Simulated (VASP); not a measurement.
# TiO2 (P4_2/mnm) in VASP: notebook

The runs below take TiO2 through band structure, dielectric tensor, with PW91, AM05, PBE.

All numbers are computed with VASP 6.6.1; they aren't measurements. Logs are shortened: lines on timing, memory, paths and dates and some standing lists are left out, and cuts for length are marked.

**The experiment to reproduce.**

From “Shallow Valence Band of Rutile GeO2 and P-type Doping”, 2020, arxiv:2011.08928, for a bulk crystal of TiO2 at 1.6 K: band gap 3.03 eV (direct).

The results are compared with them further down.

**1. The structure**

Symmetry: P4_2/mnm, No. 136, tetragonal system. Conventional cell: a = 4.600 Å, b = 4.600 Å, c = 2.959 Å, α = 90.00°, β = 90.00°, γ = 90.00°. Around Ti (site symmetry mmm) lie 6 O at 1.95 to 1.98 Å. O (site symmetry m2m) is surrounded by 3 Ti at 1.95 to 1.98 Å.

The cell is a database's computed one.

**2. Band structure, PW91**

Input file INCAR:

```
PREC = Accurate
ENCUT = 520
EDIFF = 1E-7
ISMEAR = -1
SIGMA = 0.05
LREAL = False
LASPH = True
NELM = 80
ALGO = Normal
ISIF = 2
LWAVE = False
LCHARG = False
LMAXMIX = 4
GGA = 91
```

Input file KPOINTS:

```
regular mesh
0
Gamma
  6 6 9
```

Input file POSCAR:

```
TiO2
1.0
    4.5998373239      0.0000000000      0.0000000000
    0.0000000000      4.5998373239      0.0000000000
    0.0000000000      0.0000000000      2.9592135600
Ti O
2 4
Direct
    0.0000000000      0.0000000000      0.5000000000
    0.5000000000      0.5000000000      0.0000000000
    0.3043213200      0.3043213200      0.5000000000
    0.1956786800      0.8043213200      0.0000000000
    0.8043213200      0.1956786800      0.0000000000
    0.6956786800      0.6956786800      0.5000000000
```

Input file KPOINTS_OPT:

```
path GXMGZRAZ,XR,MA
20
line-mode
reciprocal
 0.0000000000  0.0000000000  0.0000000000  G
 0.0000000000  0.5000000000  0.0000000000  X

 0.0000000000  0.5000000000  0.0000000000  X
 0.5000000000  0.5000000000  0.0000000000  M

 0.5000000000  0.5000000000  0.0000000000  M
 0.0000000000  0.0000000000  0.0000000000  G

 0.0000000000  0.0000000000  0.0000000000  G
 0.0000000000  0.0000000000  0.5000000000  Z

 0.0000000000  0.0000000000  0.5000000000  Z
 0.0000000000  0.5000000000  0.5000000000  R

 0.0000000000  0.5000000000  0.5000000000  R
 0.5000000000  0.5000000000  0.5000000000  A

 0.5000000000  0.5000000000  0.5000000000  A
 0.0000000000  0.0000000000  0.5000000000  Z

 0.0000000000  0.5000000000  0.0000000000  X
 0.0000000000  0.5000000000  0.5000000000  R

 0.5000000000  0.5000000000  0.0000000000  M
 0.5000000000  0.5000000000  0.5000000000  A
```

Potentials or basis: VASP PAW PBE potentials, release 64 (Ti_sv, O).

Run with:

```sh
> cat potpaw_PBE.64/Ti_sv/POTCAR potpaw_PBE.64/O/POTCAR > POTCAR
> mpirun -np 1 vasp_std > vasp.out
```

OUTCAR:

```text
PREC = Accurate
   ENCUT = 520
   EDIFF = 1E-7
   ISMEAR = -1
   LREAL = False
   LASPH = True
   NELM = 80
   ISIF = 2
   GGA = 91

 ion  position               nearest neighbor table
   1  0.000  0.000  0.500-   4 1.95   5 1.95   4 1.95   5 1.95   3 1.98   6 1.98
   2  0.500  0.500  0.000-   3 1.95   6 1.95   3 1.95   6 1.95   5 1.98   4 1.98
   3  0.304  0.304  0.500-   2 1.95   2 1.95   1 1.98
   4  0.196  0.804  0.000-   1 1.95   1 1.95   2 1.98
   5  0.804  0.196  0.000-   1 1.95   1 1.95   2 1.98
   6  0.696  0.696  0.500-   2 1.95   2 1.95   1 1.98

  LATTYP: Found a simple tetragonal cell.
 ALAT       =     4.5998373239
 C/A-ratio  =     0.6433300466

  Lattice vectors:

 A1 = (   4.5998373239,   0.0000000000,   0.0000000000)
 A2 = (   0.0000000000,   4.5998373239,   0.0000000000)
 A3 = (   0.0000000000,   0.0000000000,   2.9592135600)

Analysis of symmetry for initial positions (statically):
=====================================================================
 Subroutine PRICEL returns:
 Original cell was already a primitive cell.

 Routine SETGRP: Setting up the symmetry group for a
 simple tetragonal supercell.

 Subroutine GETGRP returns: Found 16 space group operations
 (whereof  8 operations were pure point group operations)
 out of a pool of 16 trial point group operations.

The static configuration has the point symmetry D_2h.
 The point group associated with its full space group is D_4h.

Analysis of symmetry for dynamics (positions and initial velocities):
=====================================================================
 Subroutine PRICEL returns:
 Original cell was already a primitive cell.

 Routine SETGRP: Setting up the symmetry group for a
 simple tetragonal supercell.

 Subroutine GETGRP returns: Found 16 space group operations
 (whereof  8 operations were pure point group operations)
 out of a pool of 16 trial point group operations.

The dynamic configuration has the point symmetry D_2h.
 The point group associated with its full space group is D_4h.

 Subroutine INISYM returns: Found 16 space group operations
 (whereof  8 operations are pure point group operations),
 and found     1 'primitive' translations

----------------------------------------------------------------------------------------

                                     Primitive cell

  volume of cell :      62.6125

  direct lattice vectors                    reciprocal lattice vectors
     4.599837324  0.000000000  0.000000000     0.217398993  0.000000000  0.000000000
     0.000000000  4.599837324  0.000000000     0.000000000  0.217398993  0.000000000
     0.000000000  0.000000000  2.959213560     0.000000000  0.000000000  0.337927622

  length of vectors
     4.599837324  4.599837324  2.959213560     0.217398993  0.217398993  0.337927622

  position of ions in fractional coordinates (direct lattice)
     0.000000000  0.000000000  0.500000000
     0.500000000  0.500000000  0.000000000
     0.304321320  0.304321320  0.500000000
     0.195678680  0.804321320  0.000000000
     0.804321320  0.195678680  0.000000000
     0.695678680  0.695678680  0.500000000

  ion indices of the primitive-cell ions
   primitive index   ion index
                 1           1
                 2           2
                 3           3
                 4           4
                 5           5
                 6           6

----------------------------------------------------------------------------------------

 KPOINTS: regular mesh

Automatic generation of k-mesh.
 Grid dimensions read from file:
 generate k-points for:    6    6    9

 Generating k-lattice:

  Cartesian coordinates                     Fractional coordinates (reciprocal lattice)
     0.036233165  0.000000000  0.000000000     0.166666667  0.000000000  0.000000000
     0.000000000  0.036233165  0.000000000     0.000000000  0.166666667  0.000000000
     0.000000000  0.000000000  0.037547514     0.000000000  0.000000000  0.111111111

  Length of vectors
     0.036233165  0.036233165  0.037547514

  Shift w.r.t. Gamma in fractional coordinates (k-lattice)
     0.000000000  0.000000000  0.000000000

 Subroutine IBZKPT returns following result:
 ===========================================

 Found     50 irreducible k-points:

 Following reciprocal coordinates:
            Coordinates               Weight
  0.000000  0.000000  0.000000      1.000000
  0.166667  0.000000  0.000000      4.000000
  0.333333  0.000000  0.000000      4.000000
  0.500000  0.000000  0.000000      2.000000
  0.166667  0.166667  0.000000      4.000000
  0.333333  0.166667  0.000000      8.000000
[... 16 lines left out ...]
  0.333333  0.000000  0.222222      8.000000
  0.500000  0.000000  0.222222      4.000000
 [... further k-points ...]
   k-points           NKPTS =     50   k-points in BZ     NKDIM =     50   number of bands    NBANDS=     28
   number of dos      NEDOS =    301   number of ions     NIONS =      6
   total plane-waves  NPLWV =  31104
   dimension x,y,z NGX =    36 NGY =   36 NGZ =   24
   dimension x,y,z NGXF=    72 NGYF=   72 NGZF=   48
   ions per type =               2   4
   NGX,Y,Z   is equivalent  to a cutoff of  13.01, 13.01, 13.48 a.u.
   NGXF,Y,Z  is equivalent  to a cutoff of  26.02, 26.02, 26.97 a.u.
 SYSTEM =  unknown system
   PREC   = accura    normal or accurate (medium, high low for compatibility)
   ISTART =      0    job   : 0-new  1-cont  2-samecut
   ICHARG =      2    charge: 1-file 2-atom 10-const
   ISPIN  =      1    spin polarized calculation?
   LNONCOLLINEAR =      F non collinear calculations
   LSORBIT =      F    spin-orbit coupling
   LASPH  =      T    aspherical Exc in radial PAW
   ENCUT  =  520.0 eV  38.22 Ry    6.18 a.u.   8.55  8.55  5.50*2*pi/ulx,y,z
   NELM   =     80;   NELMIN=  2; NELMDL= -5     # of ELM steps
   EDIFF  = 0.1E-06   stopping-criterion for ELM
   LREAL  =      F    real-space projection
   EDIFFG = 0.1E-05   stopping-criterion for IOM
   NSW    =      0    number of steps for IOM
   IBRION =     -1    ionic relax: 0-MD 1-quasi-New 2-CG
   NFREE  =      0    steps in history (QN), initial steepest desc. (CG)
   ISIF   =      2    stress and relaxation
   ISYM   =      2    0-nonsym 1-usesym 2-fastsym
   POTIM  = 0.5000    time-step for ionic-motion
   TEBEG  =    0.0;   TEEND  =   0.0 temperature during run
   PSTRESS=    0.0 pullay stress
   NELECT =      48.0000    total number of electrons
   NUPDOWN=      -1.0000    fix difference up-down
   EMIN   =  10.00;   EMAX   =-10.00  energy-range for DOS
   EFERMI =   0.00;   METHOD = LEGACY
   ISMEAR =    -1;   SIGMA  =   0.05  broadening in eV -4-tet -1-fermi 0-gaus
   EFERMI_NEDOS =   21; number of points for ismear=-14 and -15
   IALGO  =     38    algorithm
   IMIX   =      4    mixing-type and parameters
     AMIX     =   0.40;   BMIX     =  1.00
     AMIX_MAG =   1.60;   BMIX_MAG =  1.00
  volume/ion in A,a.u.               =      10.44        70.42
  Fermi-wavevector in a.u.,A,eV,Ry     =   1.498309  2.831394 30.544140  2.244931
  Thomas-Fermi vector in A             =   2.610085
   LORBIT       =      0    0 simple, 1 ext, 2 COOP (PROOUT), +10 PAW based schemes
   GGA     = 91    functional components
   LHFCALC =     F    Hartree Fock is set to
   AEXX    =    0.0000 exact exchange contribution
   IVDW    =     0    specifies the selected vdW correction
   LEPSILON=     F    determine dielectric tensor
   LRPA    =     F    only Hartree local field effects (RPA)
 non-spin polarized calculation
  energy-cutoff  :      520.00
  volume of cell :       62.61
 maximum number of plane-waves:      1720
 NGX is ok and might be reduce to    36
   NGX = 17   NGY = 17   NGZ = 11

 number of electron      48.0000021 magnetization

 Free energy of the ion-electron system (eV)
  ---------------------------------------------------
  ext. energy  EPLUGINS =         0.00000000
  ---------------------------------------------------
  free energy    TOTEN  =       -53.94065829 eV

  energy without entropy =      -53.94065829  energy(sigma->0) =      -53.94065829

 E-fermi :   5.6307     XC(G=0): -11.4701

 val. band max:        4.7388813828   @ k =   0.0000   0.0000   0.0000
 cond. band min:       6.5654120951   @ k =   0.0000   0.0000   0.0000
 fundamental gap:      1.8265307123
 Fermi energy:         5.6306868467

 k-point     1 :       0.0000    0.0000    0.0000
  band No.  band energies     occupation
      1     -52.0415      2.00000
      2     -52.0244      2.00000
      3     -28.4596      2.00000
      4     -28.4596      2.00000
      5     -28.2967      2.00000
      6     -28.2967      2.00000
[... 20 lines left out ...]
     27       7.0966      0.00000
     28       7.1937      0.00000

 k-point     2 :       0.1667    0.0000    0.0000
  band No.  band energies     occupation
      1     -52.0404      2.00000
      2     -52.0255      2.00000
      3     -28.4509      2.00000
      4     -28.4501      2.00000
      5     -28.3073      2.00000
      6     -28.3064      2.00000
[... 20 lines left out ...]
     27       7.2966      0.00000
     28       7.3186      0.00000

 k-point     3 :       0.3333    0.0000    0.0000
  band No.  band energies     occupation
      1     -52.0372      2.00000
      2     -52.0287      2.00000
      3     -28.4276      2.00000
      4     -28.4254      2.00000
      5     -28.3340      2.00000
      6     -28.3318      2.00000
[... 20 lines left out ...]
     27       7.5499      0.00000
     28       7.6286      0.00000

 k-point     4 :       0.5000    0.0000    0.0000
  band No.  band energies     occupation
      1     -52.0329      2.00000
      2     -52.0329      2.00000
      3     -28.4068      2.00000
      4     -28.4068      2.00000
      5     -28.3536      2.00000
      6     -28.3536      2.00000
[... 578 lines left out ...]
     27       7.4927      0.00000
     28       7.6662      0.00000

 k-point    23 :       0.3333    0.0000    0.2222
  band No.  band energies     occupation
      1     -52.0196      2.00000
      2     -52.0130      2.00000
      3     -28.4510      2.00000
      4     -28.4351      2.00000
      5     -28.3807      2.00000
      6     -28.3709      2.00000
[... 20 lines left out ...]
     27       7.6924      0.00000
     28       7.7108      0.00000

 k-point    24 :       0.5000    0.0000    0.2222
  band No.  band energies     occupation
      1     -52.0163      2.00000
      2     -52.0163      2.00000
      3     -28.4463      2.00000
      4     -28.4463      2.00000
      5     -28.3614      2.00000
      6     -28.3614      2.00000
[... 20 lines left out ...]
     27       7.8481      0.00000
     28       7.8481      0.00000

 [... further k-points ...]

------------------------ aborting loop because EDIFF is reached ----------------------------------------

  FORCE on cell =-STRESS in cart. coord.  units (eV):
  Direction    XX          YY          ZZ          XY          YZ          ZX
  --------------------------------------------------------------------------------------
  -------------------------------------------------------------------------------------
  Total        1.8356311      1.8356311      1.6486422     -0.0000000      0.0000000      0.0000000
  in kB       46.9715342     46.9715342     42.1867192     -0.0000000      0.0000000      0.0000000
  external PRESSURE =      45.3765959 kB  Pullay stress =       0.0000000 kB

 VOLUME and BASIS-vectors are now :
 -----------------------------------------------------------------------------
  energy-cutoff  :      520.00
  volume of cell :       62.61
      direct lattice vectors                 reciprocal lattice vectors
     4.599837324  0.000000000  0.000000000     0.217398993  0.000000000  0.000000000
     0.000000000  4.599837324  0.000000000     0.000000000  0.217398993  0.000000000
     0.000000000  0.000000000  2.959213560     0.000000000  0.000000000  0.337927622

 POSITION                                       TOTAL-FORCE (eV/Angst)
 -----------------------------------------------------------------------------------
      0.00000      0.00000      1.47961         0.000000     -0.000000      0.000000
      2.29992      2.29992      0.00000         0.000000     -0.000000      0.000000
      1.39983      1.39983      1.47961        -0.017332     -0.017332     -0.000000
      0.90009      3.69975      0.00000         0.017332     -0.017332      0.000000
      3.69975      0.90009      0.00000        -0.017332      0.017332      0.000000
      3.20001      3.20001      1.47961         0.017332      0.017332      0.000000
 -----------------------------------------------------------------------------------
    total drift:                                0.000000      0.000000      0.000000

  FREE ENERGIE OF THE ION-ELECTRON SYSTEM (eV)
  ---------------------------------------------------
  free  energy   TOTEN  =       -53.9406582866 eV

  energy  without entropy=      -53.9406582859  energy(sigma->0) =      -53.94065829
```

Wall time 2.7 min (1 thread of Intel Xeon 6975P-C (Granite Rapids), shared host); peak memory 0.27 GiB.

What came out:

```
Free energy             : -53.9407 eV
Pressure                : 4.5 GPa
Largest force           : 0.025 eV/Å
Band gap on the k mesh  : 1.83 eV, direct
Band gap along the path : 1.83 eV, direct
```

Forces on the atoms (eV/Å):
```
Ti   0.000  0.000  0.000
Ti   0.000  0.000  0.000
O   -0.017 -0.017  0.000
O    0.017 -0.017  0.000
O   -0.017  0.017  0.000
O    0.017  0.017  0.000
```

Stress tensor (GPa, compression positive):
```
4.70 0.00 0.00
0.00 4.70 0.00
0.00 0.00 4.22
```

Levels at the corners of the path, in eV from the valence-band top:
```tsv
point	band 22	band 23	band 24	band 25	band 26	band 27
Γ	-0.46	-0.46	0.00	1.83	2.12	2.38
X	-1.65	-0.74	-0.74	2.49	2.49	2.98
X	-1.65	-0.74	-0.74	2.49	2.49	2.98
M	-1.31	-1.08	-1.08	1.86	1.86	2.48
M	-1.31	-1.08	-1.08	1.86	1.86	2.48
Γ	-0.46	-0.46	0.00	1.83	2.12	2.39
Γ	-0.46	-0.46	0.00	1.83	2.12	2.36
Z	-2.36	-1.42	-1.42	2.93	2.93	3.13
Z	-2.36	-1.42	-1.42	2.93	2.93	3.13
R	-2.03	-1.04	-1.04	1.87	1.87	3.15
R	-2.03	-1.04	-1.04	1.87	1.87	3.15
A	-1.29	-0.67	-0.67	2.56	2.56	3.17
A	-1.29	-0.67	-0.67	2.56	2.56	3.17
Z	-2.36	-1.42	-1.42	2.93	2.93	3.13
X	-1.65	-0.74	-0.74	2.49	2.49	2.98
R	-2.03	-1.04	-1.04	1.87	1.87	3.15
M	-1.31	-1.08	-1.08	1.86	1.86	2.48
A	-1.29	-0.67	-0.67	2.56	2.56	3.17
```

Caveat: the PAW data sets were made with another functional, which shifts forces and pressure a little.

**3. Band structure, AM05**

Input file INCAR:

```
SYSTEM = TiO2
  PREC = Accurate
  ENCUT = 520
  EDIFF = 1E-6
  ISMEAR = -1
  SIGMA = 0.05
  LREAL = .False.
  LASPH = .True.
  NELM = 80
  ALGO = Normal
  ISIF = 2
  LWAVE = .False.
  LCHARG = .False.
  LMAXMIX = 4
  GGA = AM
  NBANDS = 33
```

Input file KPOINTS:

```
regular mesh
0
Gamma
  6 6 9
  0 0 0
```

POSCAR is that of step 2.

KPOINTS_OPT: that of step 2 with these lines changed.

```diff
@@ -1,3 +1,3 @@
 path GXMGZRAZ,XR,MA
-20
+10
 line-mode
```

Potentials or basis: VASP PAW PBE potentials, release 64 (Ti_sv, O).

Run with:

```sh
> cat potpaw_PBE.64/Ti_sv/POTCAR potpaw_PBE.64/O/POTCAR > POTCAR
> mpirun -np 1 vasp_std > vasp.out
```

It took 84 s on 1 thread of Intel Xeon 6975P-C (Granite Rapids), shared host; peak memory 0.26 GiB.

Results (log left out):

- Free energy: -54.7332 eV
- Pressure: -1.7 GPa
- Largest force: 0.074 eV/Å
- Band gap on the k mesh: 1.80 eV, direct
- Band gap along the path: 1.80 eV, direct

Forces on the atoms (eV/Å):
```
Ti   0.000  0.000  0.000
Ti   0.000  0.000  0.000
O    0.052  0.052  0.000
O   -0.052  0.052  0.000
O    0.052 -0.052  0.000
O   -0.052 -0.052  0.000
```

Stress tensor (GPa, compression positive):
```
-0.94  0.00  0.00
 0.00 -0.94  0.00
 0.00  0.00 -3.08
```

Levels at the corners of the path, in eV from the valence-band top:
```csv
point,band 21,band 22,band 23,band 24,band 25,band 26,band 27,band 28
Γ,-0.71,-0.46,-0.46,0.00,1.80,2.09,2.35,2.44
X,-1.66,-1.66,-0.75,-0.75,2.47,2.47,2.97,2.97
X,-1.66,-1.66,-0.75,-0.75,2.47,2.47,2.97,2.97
M,-1.32,-1.32,-1.08,-1.08,1.84,1.84,2.46,2.46
M,-1.32,-1.32,-1.08,-1.08,1.84,1.84,2.46,2.46
Γ,-0.71,-0.46,-0.46,0.00,1.80,2.09,2.35,2.44
Γ,-0.71,-0.46,-0.46,0.00,1.80,2.09,2.35,2.44
Z,-2.39,-2.39,-1.44,-1.44,2.93,2.93,3.12,3.12
Z,-2.39,-2.39,-1.44,-1.44,2.93,2.93,3.12,3.12
R,-2.06,-2.06,-1.05,-1.05,1.85,1.85,3.14,3.14
R,-2.06,-2.06,-1.05,-1.05,1.85,1.85,3.14,3.14
A,-1.30,-1.30,-0.68,-0.68,2.55,2.55,3.16,3.16
A,-1.30,-1.30,-0.68,-0.68,2.55,2.55,3.16,3.16
Z,-2.39,-2.39,-1.44,-1.44,2.93,2.93,3.12,3.12
X,-1.66,-1.66,-0.75,-0.75,2.47,2.47,2.97,2.97
R,-2.06,-2.06,-1.05,-1.05,1.85,1.85,3.14,3.14
M,-1.32,-1.32,-1.08,-1.08,1.84,1.84,2.46,2.46
A,-1.30,-1.30,-0.68,-0.68,2.55,2.55,3.16,3.16
```

Caveat: the PAW data sets were made with another functional, which shifts forces and pressure a little.

(Part 1 of 2 ends here.)
